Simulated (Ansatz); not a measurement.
# Ni (Im-3m) in Ansatz: a series of runs

One crystal, Ni, is run at these levels: LDA; tasks: single point, equation of state.

Everything below comes from runs of Ansatz 0.2.0. Logs are shortened: lines on timing, memory, paths and dates and some standing lists are left out, and cuts for length are marked.

## Step 1: The structure

Symmetry: Im-3m, No. 229, cubic system. The conventional cell has a = 2.767 Å, b = 2.767 Å, c = 2.767 Å, α = 90.00°, β = 90.00°, γ = 90.00°. Ni (site symmetry m-3m) has 8 Ni at 2.40 Å as nearest neighbours.

This isn't the form of Ni at room conditions, which is fcc.

## Step 2: Single point, LDA, collinear spin, ferromagnetic start, 9.96 Å³/atom (volume scaled by 0.94)

input.yaml

```yaml
crystal:
  lattice:
    - [-1.3554684528, 1.3554684528, 1.3554684528]
    - [1.3554684528, -1.3554684528, 1.3554684528]
    - [1.3554684528, 1.3554684528, -1.3554684528]
  atoms:
    - { symbol: Ni, position: [0.0, 0.0, 0.0], spin: 1.0 }
kpoints:
  mp_grid: { grid: [13, 13, 13] }
scf:
  occupations: { method: fermi_dirac, width: 0.05 }
hamiltonian:
  xc: lda
  pseudopotentials: { kind: all_electron, lapw: { basis_error: 0.001 } }
magnetization:
  spin_polarized: true
output:
  forces: true
  stress: true
  eigenvalues: true
```

Potentials or basis: all-electron LAPW, scalar-relativistic.

Started as:

```
ansatz run input.yaml --threads 2 --pin off --max-ram 6144MiB --backend cpu --events-out ev --progress --plain --runs-dir out
```

The log of the run:

```text
Warning: RAYON_NUM_THREADS=2 ignored (pool sized by the plan → 2); use --threads N
LAPW: plane waves up to 9.663 Å⁻¹, error target 1.0e-3 eV per atom; small_component_spin mean_spin; Ni in spheres of 1.174 Å, 18 of its electrons in bands, Dirac shells [] (how accurate: hamiltonian.pseudopotentials.lapw.basis_error, Limitations)
Engine: ansatz 0.2.0, aarch64-unknown-linux-gnu
Pseudopotentials: kind: all_electron
Pseudopotential: Ni, LAPW, valence charge 18, lapw/all_electron/scalar/gaussian/Ni, Koelling and Harmon's equation, gaussian nucleus
Functional definition: SPW92
  exchange = slater_x
  correlation = pw_c
Crystal: 1 atoms, lattice volume = 9.962 Å³
Basis set: ecut = 355.7237678898255 eV, 141 PW (Γ), exchange–correlation at level 2
Bands: 14, of which v1, the nominal top of the filled ones, is band 9 counted from 1 (8 counted from 0)
Symmetry: 48 space group operations
Space group: Im-3m (ITA 229), of the structure as read, at distance tolerance 2.2e-5 Å
Magnetic group: BNS 229.140 (UNI 1642), of the structure as read, at distance tolerance 2.2e-5 Å
k-points: 84 of 2197
Non-local potential: Ni, projectors of the file, none
Initial density: superposition of atomic densities (chi_scale 0.1, normalization cell)
Starting moments: Σ|m| = 1 μB on 1 of 1 site
Initial wavefunctions: plane waves of lowest kinetic energy (no species holds an atomic orbital)
Functional: x = slater, c = lda
iter 1 solved again at ethr=3.28e-6 eV; its pass at ethr=1.00e-1 eV (dr2=5.91e-4 eV) is discarded
SCF iter   1: F=—  HF=-41316.515273 eV  |F-HF|=—  |Δ(HF+E_count)|=         —  Δρ=2.36e-2 (↑2.26e-2 ↓2.36e-2)  dr2=5.59e-4  dr2_m=4.85e-2  M=0.583 μB ∫|m|=0.598 μB  β_m=0.30  ethr=3.28e-6  ⟨swp⟩=4.2  Hψ=19899  notcnv=0
Mixer restart at iter 1: flushing history
preconditioner: auto → none  [metal: Δε(μ)=0.019 eV  Ē_g=18.077 eV  σ=0.050 eV  W_gap=0.09  n_scr=0 (ndim 8)  ℏωp=37.2 eV  f_vac=0.000  D(μ)=1.80/eV (n_scr^D=42)]
SCF iter   2: F=—  HF=-41316.516147 eV  |F-HF|=—  |Δ(HF+E_count)|=   8.74e-4  Δρ=1.78e-2 (↑1.73e-2 ↓1.78e-2)  dr2=1.57e-4  dr2_m=2.80e-2  M=0.558 μB ∫|m|=0.577 μB  β_m=0.65  ethr=3.11e-6  ⟨swp⟩=2.1  Hψ=6181  notcnv=0
SCF iter   3: F=—  HF=-41316.520704 eV  |F-HF|=—  |Δ(HF+E_count)|=   4.56e-3  Δρ=4.44e-3 (↑3.19e-3 ↓4.44e-3)  dr2=2.19e-4  dr2_m=1.25e-3  M=0.413 μB ∫|m|=0.444 μB  β_m=0.53  ethr=8.74e-7  ⟨swp⟩=3.0  Hψ=7420  notcnv=0
SCF iter   4: F=—  HF=-41316.517709 eV  |F-HF|=—  |Δ(HF+E_count)|=         —  Δρ=3.49e-3 (↑3.49e-3 ↓2.96e-3)  dr2=4.70e-5  dr2_m=9.38e-4  M=0.366 μB ∫|m|=0.399 μB  β_m=0.76  ethr=8.74e-7  ⟨swp⟩=3.0  Hψ=6729  notcnv=0
the basis was enlarged: its passes take 432.9 KiB over the memory plan, 2 of 2 planned eigensolver slots
iter 5 solved again at ethr=1.36e-8 eV; its pass at ethr=2.61e-7 eV (dr2=2.46e-6 eV) is discarded
SCF iter   5: F=—  HF=-41316.517455 eV  |F-HF|=—  |Δ(HF+E_count)|=   2.54e-4  Δρ=1.35e-3 (↑1.30e-3 ↓1.35e-3)  dr2=2.45e-6  dr2_m=1.58e-4  M=0.288 μB ∫|m|=0.318 μB  β_m=0.88  ethr=1.36e-8  ⟨swp⟩=2.0  Hψ=10957  notcnv=0
SCF iter   6: F=—  HF=-41316.517817 eV  |F-HF|=—  |Δ(HF+E_count)|=   3.61e-4  Δρ=1.07e-3 (↑1.07e-3 ↓1.02e-3)  dr2=1.32e-6  dr2_m=9.86e-5  M=0.203 μB ∫|m|=0.222 μB  β_m=0.93  ethr=1.36e-8  ⟨swp⟩=3.1  Hψ=7233  notcnv=0
SCF iter   7: F=—  HF=-41316.517795 eV  |F-HF|=—  |Δ(HF+E_count)|=   2.20e-5  Δρ=4.47e-5 (↑4.47e-5 ↓4.36e-5)  dr2=1.40e-8  dr2_m=1.70e-7  M=0.213 μB ∫|m|=0.231 μB  β_m=0.90  ethr=7.34e-9  ⟨swp⟩=3.0  Hψ=6729  notcnv=0
SCF iter   8: F=—  HF=-41316.517795 eV  |F-HF|=—  |Δ(HF+E_count)|=   7.23e-7  Δρ=1.39e-5 (↑1.39e-5 ↓1.20e-5)  dr2=6.90e-10  dr2_m=1.51e-8  M=0.212 μB ∫|m|=0.229 μB  β_m=0.95  ethr=7.77e-11  ⟨swp⟩=3.0  Hψ=7025  notcnv=0
SCF iter   9: F=—  HF=-41316.517795 eV  |F-HF|=—  |Δ(HF+E_count)|=   5.35e-8  Δρ=1.58e-6 (↑1.58e-6 ↓1.33e-6)  dr2=2.04e-11  dr2_m=1.86e-10  M=0.211 μB ∫|m|=0.228 μB  β_m=0.97  ethr=3.84e-12  ⟨swp⟩=3.0  Hψ=7075  notcnv=0
SCF iter  10: F=-41316.517795 eV  HF=-41316.517795 eV  |F-HF|=5.09e-11  |Δ(HF+E_count)|=  9.09e-10  Δρ=2.24e-7 (↑2.24e-7 ↓1.32e-7)  dr2=3.23e-12  dr2_m=1.56e-12  M=0.211 μB ∫|m|=0.228 μB  ethr=1.00e-12  ⟨swp⟩=2.9  Hψ=6380  notcnv=0
SCF 1 converged in 10 iterations: F = -41316.517795 eV  dr2 = 3.23e-12
SCF converged after 10 iterations
Magnetization: 0.2114 μB (9.1057 up, 8.8943 down)
Absolute magnetization: 0.2283 μB (∫|ρ↑−ρ↓|)
Spin contamination: 0.0011 ħ² per cell (⟨S²⟩ above its minimum at these occupations)
Per-site moments (μB) at R_I (Å): [(0.21780135184772575, 1.1738700966611586)]
Free energy (F): -41316.517795 eV
Harris-Foulkes:  -41316.517795 eV  (|F-HF|=5.09e-11)
Internal energy: -41316.503676 eV  (E = F + TS)
E sigma→0 (E₀):  -41316.510736 eV
Entropy (-TS):   -0.014119 eV (-14.119 meV/atom)
Fermi energy:    19.767578 eV
--- Per-component energies (eV) ---
  E_band       = -250.532101
  E_kinetic    = 41960.920568
  E_xc         = -1663.984638
  E_electrostatic = -81613.439606  (all electrons and nuclei)
  E_smearing   = -0.014119  (= −TS)
  E_closure    = 0.000000  (closes the sum)
  E_atoms      = -41308.350595  (free atoms, spherical and without spin; not in F)
  Σ components = -41316.517795   (vs F -41316.517795, Δ=0.00e0)
  Basis errors (estimates in eV, not in F): energy 2.8e-4 per atom: plane waves 2.5e-4 (1.3e-4 summed), levels above the bands 9.2e-192, relativity 5.6e-9, radial functions 3.8e-5, core shells 1.3e-9; eigenvalues (radial functions only) 3.6e-5; not estimated: angular momenta, meshes, grids; target (lapw.basis_error) 1.0e-3; muffin-tin radii Ni 1.174 Å
--- Forces (eV/Å), atoms counted from 1 ---
  atom   1  Ni     0.00000000     0.00000000     0.00000000
  max |Σ_I F_I| component: 4.27e-31 eV/Å
--- Stress (GPa, compression-positive) ---
        2.260911       0.000000      -0.000000
        0.000000       2.260911       0.000000
       -0.000000       0.000000       2.260911
  P = ⅓ Tr σ = 2.2609 GPa (22.609 kbar)
--- Band table (eV; the first three rows and the last of 168) ---
  k-point 0 ↑: bands = ["-82.6801", "-43.3177", "-43.3177", "-43.3177", "10.2272", "17.4554", "17.4554", "17.4554", "19.0525", "19.0525", "46.9770", "46.9770", "46.9770", "52.4156"]
  k-point 1 ↑: bands = ["-82.6768", "-43.3364", "-43.3241", "-43.3177", "10.4888", "17.3896", "17.4488", "17.5842", "18.9864", "19.0576", "45.1674", "46.5355", "46.7047", "51.1688"]
  k-point 2 ↑: bands = ["-82.6676", "-43.3878", "-43.3416", "-43.3175", "11.2477", "17.2099", "17.4050", "17.9519", "18.8559", "19.0752", "41.4917", "45.0432", "46.1351", "48.3042"]
  k-point 83 ↓: bands = ["-82.3153", "-43.2969", "-43.2940", "-43.2940", "15.3466", "15.3561", "19.9941", "19.9941", "20.0645", "29.1318", "30.3020", "30.3020", "36.5430", "37.1782"]
```

Wall time 6.6 s (2 threads of Arm Neoverse V2, shared host); peak memory 0.34 GiB.

What came out:

```
Free energy            : -41316.5178 eV
Pressure               : 2.3 GPa
Band gap on the k mesh : none (metal or under the smearing width)
Net moment             : 0.21 μB per cell
Absolute moment        : 0.23 μB per cell
Site moments           : Ni +0.22 μB
```

## Step 3: Single point, LDA, collinear spin, ferromagnetic start, 10.17 Å³/atom (volume scaled by 0.96)

input.yaml, as its differences from that of step 2:

```diff
@@ -2,5 +2,5 @@
   lattice:
-    - [-1.3554684528, 1.3554684528, 1.3554684528]
-    - [1.3554684528, -1.3554684528, 1.3554684528]
-    - [1.3554684528, 1.3554684528, -1.3554684528]
+    - [-1.3650143198, 1.3650143198, 1.3650143198]
+    - [1.3650143198, -1.3650143198, 1.3650143198]
+    - [1.3650143198, 1.3650143198, -1.3650143198]
   atoms:
```

Potentials or basis: all-electron LAPW, scalar-relativistic.

Started as:

```
ansatz run input.yaml --threads 2 --pin off --max-ram 6144MiB --backend cpu --events-out ev --progress --plain --runs-dir out
```

Run time: 7 s. Hardware: 2 threads of Arm Neoverse V2, shared host; peak memory 0.34 GiB.

Results (log left out):

```
Free energy            : -41316.5174 eV
Pressure               : -2.7 GPa
Band gap on the k mesh : none (metal or under the smearing width)
Net moment             : 0.29 μB per cell
Absolute moment        : 0.31 μB per cell
Site moments           : Ni +0.30 μB
```

## Step 4: Single point, LDA, collinear spin, ferromagnetic start, 10.39 Å³/atom (volume scaled by 0.98)

input.yaml, as its differences from that of step 3:

```diff
@@ -2,5 +2,5 @@
   lattice:
-    - [-1.3650143198, 1.3650143198, 1.3650143198]
-    - [1.3650143198, -1.3650143198, 1.3650143198]
-    - [1.3650143198, 1.3650143198, -1.3650143198]
+    - [-1.3744285092, 1.3744285092, 1.3744285092]
+    - [1.3744285092, -1.3744285092, 1.3744285092]
+    - [1.3744285092, 1.3744285092, -1.3744285092]
   atoms:
```

Started as:

```
ansatz run input.yaml --threads 2 --pin off --max-ram 6144MiB --backend cpu --events-out ev --progress --plain --runs-dir out
```

Wall time 6.2 s (2 threads of Arm Neoverse V2, shared host); peak memory 0.34 GiB.

Results (log left out):

* Free energy: -41316.5114 eV
* Pressure: -6.4 GPa
* Band gap on the k mesh: none (metal or under the smearing width)
* Net moment: 0.51 μB per cell
* Absolute moment: 0.55 μB per cell
* Site moments: Ni +0.52 μB

## Step 5: Single point, LDA, collinear spin, ferromagnetic start, 10.60 Å³/atom

input.yaml, as its differences from that of step 4:

```diff
@@ -2,5 +2,5 @@
   lattice:
-    - [-1.3744285092, 1.3744285092, 1.3744285092]
-    - [1.3744285092, -1.3744285092, 1.3744285092]
-    - [1.3744285092, 1.3744285092, -1.3744285092]
+    - [-1.38371547, 1.38371547, 1.38371547]
+    - [1.38371547, -1.38371547, 1.38371547]
+    - [1.38371547, 1.38371547, -1.38371547]
   atoms:
```

Started as:

```
ansatz run input.yaml --threads 2 --pin off --max-ram 6144MiB --backend cpu --events-out ev --progress --plain --runs-dir out
```

Run time: 6.5 s. Hardware: 2 threads of Arm Neoverse V2, shared host; peak memory 0.34 GiB.

Results (log left out):

```yaml
Free_energy: -41316.5003 eV
Pressure: -10.3 GPa
Band_gap_on_the_k_mesh: none (metal or under the smearing width)
Net_moment: 0.55 μB per cell
Absolute_moment: 0.59 μB per cell
Site_moments: Ni +0.56 μB
```

## Step 6: Single point, LDA, collinear spin, ferromagnetic start, 10.81 Å³/atom (volume scaled by 1.02)

input.yaml, as its differences from that of step 5:

```diff
@@ -2,5 +2,5 @@
   lattice:
-    - [-1.38371547, 1.38371547, 1.38371547]
-    - [1.38371547, -1.38371547, 1.38371547]
-    - [1.38371547, 1.38371547, -1.38371547]
+    - [-1.3928794157, 1.3928794157, 1.3928794157]
+    - [1.3928794157, -1.3928794157, 1.3928794157]
+    - [1.3928794157, 1.3928794157, -1.3928794157]
   atoms:
```

Potentials or basis: all-electron LAPW, scalar-relativistic.

Started as:

```
ansatz run input.yaml --threads 2 --pin off --max-ram 6144MiB --backend cpu --events-out ev --progress --plain --runs-dir out
```

Run time: 5.7 s. Hardware: 2 threads of Arm Neoverse V2, shared host; peak memory 0.34 GiB.

Results (log left out):

```yaml
Free_energy: -41316.4842 eV
Pressure: -13.9 GPa
Band_gap_on_the_k_mesh: none (metal or under the smearing width)
Net_moment: 0.57 μB per cell
Absolute_moment: 0.61 μB per cell
Site_moments: Ni +0.58 μB
```

## Step 7: Single point, LDA, collinear spin, ferromagnetic start, 11.02 Å³/atom (volume scaled by 1.04)

input.yaml, as its differences from that of step 6:

```diff
@@ -2,5 +2,5 @@
   lattice:
-    - [-1.3928794157, 1.3928794157, 1.3928794157]
-    - [1.3928794157, -1.3928794157, 1.3928794157]
-    - [1.3928794157, 1.3928794157, -1.3928794157]
+    - [-1.4019243406, 1.4019243406, 1.4019243406]
+    - [1.4019243406, -1.4019243406, 1.4019243406]
+    - [1.4019243406, 1.4019243406, -1.4019243406]
   atoms:
```

Started as:

```
ansatz run input.yaml --threads 2 --pin off --max-ram 6144MiB --backend cpu --events-out ev --progress --plain --runs-dir out
```

Wall time 5.6 s (2 threads of Arm Neoverse V2, shared host); peak memory 0.34 GiB.

Results (log left out):

```
Free energy            : -41316.4636 eV
Pressure               : -17.1 GPa
Band gap on the k mesh : none (metal or under the smearing width)
Net moment             : 0.58 μB per cell
Absolute moment        : 0.63 μB per cell
Site moments           : Ni +0.60 μB
```

## Step 8: Single point, LDA, collinear spin, ferromagnetic start, 11.23 Å³/atom (volume scaled by 1.06)

input.yaml, as its differences from that of step 7:

```diff
@@ -2,5 +2,5 @@
   lattice:
-    - [-1.4019243406, 1.4019243406, 1.4019243406]
-    - [1.4019243406, -1.4019243406, 1.4019243406]
-    - [1.4019243406, 1.4019243406, -1.4019243406]
+    - [-1.4108540358, 1.4108540358, 1.4108540358]
+    - [1.4108540358, -1.4108540358, 1.4108540358]
+    - [1.4108540358, 1.4108540358, -1.4108540358]
   atoms:
```

Started as:

```
ansatz run input.yaml --threads 2 --pin off --max-ram 6144MiB --backend cpu --events-out ev --progress --plain --runs-dir out
```

It took 5.6 s on 2 threads of Arm Neoverse V2, shared host; peak memory 0.35 GiB.

Results (log left out):

| Quantity | Value |
| --- | --- |
| Free energy | -41316.4390 eV |
| Pressure | -20.0 GPa |
| Band gap on the k mesh | none (metal or under the smearing width) |
| Net moment | 0.59 μB per cell |
| Absolute moment | 0.64 μB per cell |
| Site moments | Ni +0.61 μB |

## Step 9: Equation of state, LDA, collinear spin, ferromagnetic start

Potentials or basis: all-electron LAPW, scalar-relativistic.

No new run: the results of the series are fitted here.

What came out:

* Equilibrium volume: 10.05 Å³/atom (rough: see the caveat)
* Bulk modulus: 210 GPa (rough)

Energy against volume, from the lowest point:
| volume (Å³/atom) | energy (meV/atom) |
| --- | --- |
| 9.962 | 0.00 |
| 10.174 | 0.43 |
| 10.385 | 6.36 |
| 10.597 | 17.45 |
| 10.809 | 33.56 |
| 11.021 | 54.16 |
| 11.233 | 78.76 |

Caveat: the fit is doubtful: noisy points or a state that changes with volume.
